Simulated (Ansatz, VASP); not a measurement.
# BaZrO3 in VASP and in Ansatz

```
Ba Zr O
1.0
     4.22536    0.00000    0.00000
     0.00000    4.22536    0.00000
     0.00000    0.00000    4.43410
Ba Zr O
1 1 3
Direct
  0.50000 0.50000 0.50000
  0.00000 0.00000 0.00000
  0.50000 0.00000 0.00000
  0.00000 0.50000 0.00000
  0.00000 0.00000 0.50000
```

Alike in both runs: task single point; functional PBE; k mesh 6 × 6 × 6; occupations gaussian, width 0.05 eV; no spin polarisation.

```csv
,VASP,Ansatz
version,VASP 6.6.1,Ansatz 0.2.0
potentials or method,"VASP PAW PBE potentials, release 64 (Ba_sv, Zr_sv, O)","scalar-relativistic, plane waves, PAW"
plane-wave cutoff (eV),520,520
valence electrons in the cell,40,40
```

```tsv
	VASP	Ansatz	Ansatz less VASP
gap on the k mesh at the Fermi level (eV)	2.93	2.96	+0.038
least direct gap on the mesh (eV)	3.23	3.25	+0.021
pressure (GPa)	-5.1	-5.8	-0.78
largest component of the traceless stress (GPa)	5.19	5.07	-0.120
```

Caveats: spin-orbit coupling is left out, which moves the levels of the heavy elements. A k mesh can miss the band edges.
